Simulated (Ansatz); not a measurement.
SnSe:

```
Sn Se
1.0
    11.42000    0.00000    0.00000
     0.00000    4.19000    0.00000
     0.00000    0.00000    4.46000
Sn Se
4 4
Direct
  0.87700 0.75000 0.90900
  0.62300 0.25000 0.40900
  0.37700 0.75000 0.59100
  0.12300 0.25000 0.09100
  0.64300 0.75000 0.98400
  0.85700 0.25000 0.48400
  0.14300 0.75000 0.51600
  0.35700 0.25000 0.01600
```

| Property | Result |
| --- | --- |
| Program | Ansatz 0.2.0 |
| Task | relaxation of cell and atoms |
| Functional | PBE |
| Dispersion | D4 |
| Potentials or basis | Ansatz PAW |
| Cutoff | 420 eV (not typed: the program's choice for these potentials) |
| k mesh | 3 × 6 × 6 |
| Occupations | fermi-dirac, width 0.05 eV |
| Spin | no spin polarisation |

At the start: volume 26.68 Å³/atom.

**Question.** Where does the relaxation end?

**Answer.** It ends after 14 steps and the volume is 27.89 Å³/atom (+4.5 %); space group Pnma (No. 62, to 0.05 Å).

The path:
| step | energy change (eV) | largest force (eV/Å) | volume (Å³) |
| --- | --- | --- | --- |
| 1 | 0.0000 | 0.2470 | 213.41 |
| 2 | -0.1323 | 0.1518 | 229.94 |
| 3 | -0.1969 | 0.1124 | 220.95 |
| 4 | -0.2002 | 0.1314 | 224.62 |
| 5 | -0.2077 | 0.0932 | 223.23 |
| 6 | -0.2091 | 0.0642 | 222.55 |
| 7 | -0.2103 | 0.0460 | 223.03 |
| 8 | -0.2126 | 0.0255 | 223.06 |
| 9 | -0.2136 | 0.0321 | 223.02 |
| 10 | -0.2141 | 0.0196 | 222.86 |
| 11 | -0.2148 | 0.0153 | 222.88 |
| 12 | -0.2149 | 0.0108 | 223.30 |
| 13 | -0.2151 | 0.0014 | 223.08 |
| 14 | -0.2167 | 0.0011 | 223.08 |

Final structure:
```xyz
8
Lattice="11.7551 0.0000 0.0000 0.0000 4.1949 0.0000 0.0000 0.0000 4.5239" Properties=species:S:1:pos:R:3 pbc="T T T"
Sn   10.2986    3.1462    3.9923
Sn    7.3341    1.0487    1.7303
Sn    4.4210    3.1462    2.7935
Sn    1.4565    1.0487    0.5316
Se    7.5621    3.1462    4.4021
Se   10.0706    1.0487    2.1402
Se    1.6846    3.1462    2.3837
Se    4.1930    1.0487    0.1218
```

Caveat: the plane-wave basis is chosen anew once the cell has moved, so the energies of steps on either side of that aren't comparable.
